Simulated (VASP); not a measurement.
# WC (Imm2) in VASP: notebook

Runs on WC. Level: LDA. Tasks: single point.

Everything below comes from runs of VASP 6.6.1. Logs are shortened: lines on timing, memory, paths and dates and some standing lists are left out, and cuts for length are marked.

### Step 1. The cell of the first run

It takes space group Imm2 (No. 44, orthorhombic). The conventional cell has a = 3.101 Å, b = 4.385 Å, c = 3.101 Å, α = 90.00°, β = 90.00°, γ = 90.00°. Around W (site symmetry mm2) lie 6 C at 2.11 to 2.28 Å. C (site symmetry mm2) is surrounded by 6 W at 2.11 to 2.28 Å.

The cell comes from a database or a generator and needn't be the stable form of this composition.

### Step 2. Single point, LDA

INCAR reads:

```
SYSTEM = WC
PREC     = Accurate       ! precision mode
ENCUT    = 520            ! plane-wave cutoff, eV
EDIFF    = 1E-6           ! SCF threshold, eV
ISMEAR   = 0              ! smearing method
SIGMA    = 0.15           ! smearing width, eV
LREAL    = .FALSE.        ! projectors in reciprocal space
LASPH    = .TRUE.         ! aspherical terms in the spheres
NELM     = 100            ! most SCF steps
ALGO     = Fast           ! electronic algorithm
ISIF     = 2              ! what is computed and relaxed
LWAVE    = .FALSE.        ! write WAVECAR
LCHARG   = .FALSE.        ! write CHGCAR
GGA      = CA             ! functional
NBANDS   = 16             ! bands
```

KPOINTS reads:

```
regular mesh
0
G
  18 18 18
  0 0 0
```

POSCAR reads:

```
WC
1.0
    0.0000000000      2.1926840000      2.1926840000
    2.1926840000      0.0000000000      2.1926840000
    2.1926840000      2.1926840000      0.0000000000
W C
1 1
Direct
   -0.0403105726      0.0000000000      0.0000000000
    0.5000000000      0.5000000000      0.5000000000
```

Potentials or basis: VASP PAW LDA potentials, release 64 (W_sv, C).

Run with:

```
$ cat potpaw_LDA.64/W_sv/POTCAR potpaw_LDA.64/C/POTCAR > POTCAR
$ mpirun -np 1 vasp_std > vasp.out
```

OUTCAR:

```text
SYSTEM = WC
   PREC = Accurate
   ENCUT = 520
   EDIFF = 1E-6
   ISMEAR = 0
   LREAL = .FALSE.
   LASPH = .TRUE.
   NELM = 100
   ISIF = 2
   GGA = CA

 ion  position               nearest neighbor table
   1  0.960  0.000  0.000-   2 2.11   2 2.11   2 2.20   2 2.20   2 2.28   2 2.28
   2  0.500  0.500  0.500-   1 2.11   1 2.11   1 2.20   1 2.20   1 2.28   1 2.28

  LATTYP: Found a face centered cubic cell.
 ALAT       =     4.3853680000

  Lattice vectors:

 A1 = (   0.0000000000,   2.1926840000,   2.1926840000)
 A2 = (   2.1926840000,   0.0000000000,   2.1926840000)
 A3 = (   2.1926840000,   2.1926840000,   0.0000000000)

Analysis of symmetry for initial positions (statically):
=====================================================================
 Subroutine PRICEL returns:
 Original cell was already a primitive cell.

 Routine SETGRP: Setting up the symmetry group for a
 face centered cubic supercell.

 Subroutine GETGRP returns: Found  4 space group operations
 (whereof  4 operations were pure point group operations)
 out of a pool of 48 trial point group operations.

The static configuration has the point symmetry C_2v.

Analysis of symmetry for dynamics (positions and initial velocities):
=====================================================================
 Subroutine PRICEL returns:
 Original cell was already a primitive cell.

 Routine SETGRP: Setting up the symmetry group for a
 face centered cubic supercell.

 Subroutine GETGRP returns: Found  4 space group operations
 (whereof  4 operations were pure point group operations)
 out of a pool of 48 trial point group operations.

The dynamic configuration has the point symmetry C_2v.

 Subroutine INISYM returns: Found  4 space group operations
 (whereof  4 operations are pure point group operations),
 and found     1 'primitive' translations

----------------------------------------------------------------------------------------

                                     Primitive cell

  volume of cell :      21.0842

  direct lattice vectors                    reciprocal lattice vectors
     0.000000000  2.192684000  2.192684000    -0.228031034  0.228031034  0.228031034
     2.192684000  0.000000000  2.192684000     0.228031034 -0.228031034  0.228031034
     2.192684000  2.192684000  0.000000000     0.228031034  0.228031034 -0.228031034

  length of vectors
     3.100923451  3.100923451  3.100923451     0.394961337  0.394961337  0.394961337

  position of ions in fractional coordinates (direct lattice)
     0.959689427  0.000000000  0.000000000
     0.500000000  0.500000000  0.500000000

  ion indices of the primitive-cell ions
[... 79 lines left out ...]
   IBRION =     -1    ionic relax: 0-MD 1-quasi-New 2-CG
   NFREE  =      0    steps in history (QN), initial steepest desc. (CG)
   ISIF   =      2    stress and relaxation
   ISYM   =      2    0-nonsym 1-usesym 2-fastsym
   POTIM  = 0.5000    time-step for ionic-motion
   TEBEG  =    0.0;   TEEND  =   0.0 temperature during run
   PSTRESS=    0.0 pullay stress
   NELECT =      18.0000    total number of electrons
   NUPDOWN=      -1.0000    fix difference up-down
   EMIN   =  10.00;   EMAX   =-10.00  energy-range for DOS
   EFERMI =   0.00;   METHOD = LEGACY
   ISMEAR =     0;   SIGMA  =   0.15  broadening in eV -4-tet -1-fermi 0-gaus
   EFERMI_NEDOS =   21; number of points for ismear=-14 and -15
   IALGO  =     68    algorithm
   IMIX   =      4    mixing-type and parameters
     AMIX     =   0.40;   BMIX     =  1.00
     AMIX_MAG =   1.60;   BMIX_MAG =  1.00
  volume/ion in A,a.u.               =      10.54        71.14
  Fermi-wavevector in a.u.,A,eV,Ry     =   1.553029  2.934800 32.815887  2.411900
  Thomas-Fermi vector in A             =   2.657319
   LORBIT       =      0    0 simple, 1 ext, 2 COOP (PROOUT), +10 PAW based schemes
   GGA     = CA    functional components
   LHFCALC =     F    Hartree Fock is set to
   AEXX    =    0.0000 exact exchange contribution
   IVDW    =     0    specifies the selected vdW correction
   LEPSILON=     F    determine dielectric tensor
   LRPA    =     F    only Hartree local field effects (RPA)
 non-spin polarized calculation
 RMM-DIIS sequential band-by-band and
 Gauss-broadening in eV      SIGMA  =   0.15
  energy-cutoff  :      520.00
  volume of cell :       21.08
 maximum number of plane-waves:       588
   NGX = 11   NGY = 11   NGZ = 11

 number of electron      18.0000002 magnetization

 Free energy of the ion-electron system (eV)
  ---------------------------------------------------
  ext. energy  EPLUGINS =         0.00000000
  ---------------------------------------------------
  free energy    TOTEN  =       -23.73249391 eV

  energy without entropy =      -23.72283311  energy(sigma->0) =      -23.72766351

 E-fermi :  12.2232     XC(G=0): -13.8884

 val. band max:       12.2193663733   @ k =   0.2222  -0.3333   0.4444
 cond. band min:      12.2254151685   @ k =   0.0556   0.0000   0.3333
 fundamental gap:      0.0060487952
 Fermi energy:        12.2232356105

 k-point     1 :       0.0000    0.0000    0.0000
  band No.  band energies     occupation
      1     -62.6635      2.00000
      2     -26.9268      2.00000
      3     -26.9226      2.00000
      4     -26.9158      2.00000
      5      -3.3237      2.00000
      6       9.1318      2.00000
[... 433 lines left out ...]
      3     -26.9358      2.00000
      4     -26.9285      2.00000
      5      -3.0077      2.00000
      6       8.1855      2.00000
[... 8 lines left out ...]
     15      22.6990      0.00000
     16      32.8121      0.00000

 [... further k-points ...]

------------------------ aborting loop because EDIFF is reached ----------------------------------------

  FORCE on cell =-STRESS in cart. coord.  units (eV):
  Direction    XX          YY          ZZ          XY          YZ          ZX
  --------------------------------------------------------------------------------------
  -------------------------------------------------------------------------------------
  Total       -1.8533716     -1.3297528     -1.3297528      0.0000000     -0.0338541      0.0000000
  in kB     -140.8364107   -101.0469853   -101.0469853      0.0000000     -2.5725528      0.0000000
  external PRESSURE =    -114.3101271 kB  Pullay stress =       0.0000000 kB

 VOLUME and BASIS-vectors are now :
 -----------------------------------------------------------------------------
  energy-cutoff  :      520.00
  volume of cell :       21.08
      direct lattice vectors                 reciprocal lattice vectors
     0.000000000  2.192684000  2.192684000    -0.228031034  0.228031034  0.228031034
     2.192684000  0.000000000  2.192684000     0.228031034 -0.228031034  0.228031034
     2.192684000  2.192684000  0.000000000     0.228031034  0.228031034 -0.228031034

 POSITION                                       TOTAL-FORCE (eV/Angst)
 -----------------------------------------------------------------------------------
      0.00000      2.10430      2.10430        -0.000000      0.597775      0.597775
      2.19268      2.19268      2.19268         0.000000     -0.597775     -0.597775
 -----------------------------------------------------------------------------------
    total drift:                               -0.000000     -0.000321     -0.000321

  FREE ENERGIE OF THE ION-ELECTRON SYSTEM (eV)
  ---------------------------------------------------
  free  energy   TOTEN  =       -23.7324939131 eV

  energy  without entropy=      -23.7228331145  energy(sigma->0) =      -23.72766351
```

OSZICAR:

```text
N       E                     dE             d eps       ncg     rms          rms(c)
DAV:   1     0.108291583316E+03    0.10829E+03   -0.94031E+03 27728   0.124E+03
DAV:   2    -0.239503824116E+02   -0.13224E+03   -0.12768E+03 33416   0.339E+02
DAV:   3    -0.272319638409E+02   -0.32816E+01   -0.32698E+01 29928   0.503E+01
DAV:   4    -0.272496057849E+02   -0.17642E-01   -0.17641E-01 36312   0.422E+00
DAV:   5    -0.272497423040E+02   -0.13652E-03   -0.13652E-03 29992   0.349E-01    0.312E+01
RMM:   6    -0.238994162180E+02    0.33503E+01   -0.46884E+00 33350   0.143E+01    0.890E+00
RMM:   7    -0.237645065036E+02    0.13491E+00   -0.20196E-01 33806   0.342E+00    0.594E+00
RMM:   8    -0.237328367774E+02    0.31670E-01   -0.49558E-02 35188   0.157E+00    0.261E-01
RMM:   9    -0.237326108836E+02    0.22589E-03   -0.37148E-03 36745   0.540E-01    0.105E-01
RMM:  10    -0.237324843193E+02    0.12656E-03   -0.52595E-04 37023   0.226E-01    0.301E-02
RMM:  11    -0.237324922404E+02   -0.79211E-05   -0.77523E-05 38056   0.875E-02    0.215E-02
RMM:  12    -0.237324936672E+02   -0.14268E-05   -0.16010E-05 36709   0.383E-02    0.262E-03
RMM:  13    -0.237324939131E+02   -0.24597E-06   -0.34498E-06 29544   0.166E-02
   1 F= -.23732494E+02 E0= -.23727664E+02  d E =-.966080E-02
```

It took 2.5 min on 1 thread of AMD EPYC 9R45 (Zen 5), shared host; peak memory 0.34 GiB.

Results:

* Free energy: -23.7325 eV
* Pressure: -11.4 GPa
* Largest force: 0.845 eV/Å
* Band gap on the k mesh: none (metal or under the smearing width)

Forces in eV/Å, atoms in the order of the input:
```
W    0.000  0.598  0.598
C    0.000 -0.598 -0.598
```

Stress tensor (GPa, compression positive):
```
-14.08   0.00   0.00
  0.00 -10.10  -0.26
  0.00  -0.26 -10.10
```

Levels at points of the mesh, in eV from the Fermi level:
```tsv
k point	band 5	band 6	band 7	band 8	band 9	band 10	band 11	band 12	band 13	band 14
(0.00, 0.00, 0.00)	-15.55	-3.09	-3.04	-2.71	-2.02	-1.31	-0.55	-0.06	0.22	6.66
(0.50, 0.00, 0.00)	-11.00	-9.56	-6.53	-6.48	1.05	1.10	2.39	5.01	8.75	8.83
(0.00, 0.50, 0.00)	-10.91	-9.67	-6.47	-6.39	1.05	1.05	2.34	4.77	8.43	8.83
(0.50, 0.50, 0.00)	-13.32	-5.82	-5.41	-2.45	-2.22	1.01	2.29	2.30	5.32	7.34
(0.00, 0.50, 0.50)	-13.32	-5.93	-5.43	-2.55	-2.05	1.10	2.30	2.30	5.55	7.23
```

The run has no spin-orbit coupling, so splittings on W are missing.

### Step 3. Single point, LDA

INCAR reads:

```
PREC     = Accurate       # precision mode
ENCUT    = 520            # plane-wave cutoff, eV
EDIFF    = 1E-6           # SCF threshold, eV
ISMEAR   = 0              # smearing method
SIGMA    = 0.15           # smearing width, eV
LREAL    = False          # projectors in reciprocal space
LASPH    = True           # aspherical terms in the spheres
NELM     = 100            # most SCF steps
ALGO     = Fast           # electronic algorithm
ISIF     = 2              # what is computed and relaxed
LWAVE    = False          # write WAVECAR
LCHARG   = False          # write CHGCAR
GGA      = CA             # functional
NBANDS   = 16             # bands
```

KPOINTS reads:

```
regular mesh
0
Gamma
  18 18 18
```

POSCAR, as its differences from that of step 2:

```diff
@@ -8,3 +8,3 @@
 Direct
-   -0.0403105726      0.0000000000      0.0000000000
+   -0.1209317179      0.0000000000      0.0000000000
     0.5000000000      0.5000000000      0.5000000000
```

Potentials or basis: VASP PAW LDA potentials, release 64 (W_sv, C).

Run with:

```
$ cat potpaw_LDA.64/W_sv/POTCAR potpaw_LDA.64/C/POTCAR > POTCAR
$ mpirun -np 1 vasp_std > vasp.out
```

Wall time 2.4 min (1 thread of AMD EPYC 9R45 (Zen 5), shared host); peak memory 0.34 GiB.

Results (log left out):

```yaml
Free_energy: -23.2359 eV
Pressure: 7.9 GPa
Largest_force: 3.404 eV/Å
Band_gap_on_the_k_mesh: none (metal or under the smearing width)
```

Forces in eV/Å, atoms in the order of the input:
```
W    0.000  2.407  2.407
C    0.000 -2.407 -2.407
```

Stress tensor (GPa, compression positive):
```
-13.86   0.00   0.00
  0.00  18.79  -8.70
  0.00  -8.70  18.79
```

Levels at points of the mesh, in eV from the Fermi level:
```csv
k point,band 5,band 6,band 7,band 8,band 9,band 10,band 11,band 12,band 13,band 14
"(0.00, 0.00, 0.00)",-15.31,-4.52,-4.03,-3.67,-2.53,-1.06,1.35,2.66,2.96,6.35
"(0.50, 0.00, 0.00)",-11.47,-8.81,-6.55,-6.20,1.07,1.39,2.63,4.74,9.03,9.25
"(0.00, 0.50, 0.00)",-10.85,-9.42,-6.04,-5.41,0.77,0.98,2.56,3.27,7.15,9.02
"(0.50, 0.50, 0.00)",-12.95,-6.33,-5.12,-2.70,-1.09,1.88,2.36,2.51,4.48,7.04
"(0.00, 0.50, 0.50)",-13.03,-6.89,-5.29,-3.30,-0.01,2.48,2.51,2.52,6.06,6.09
```

Caveat: forces of over 1 eV/Å show positions far from the minimum, so gaps and moduli don't describe the material at rest. Spin-orbit coupling is left out, which matters for the levels of W.
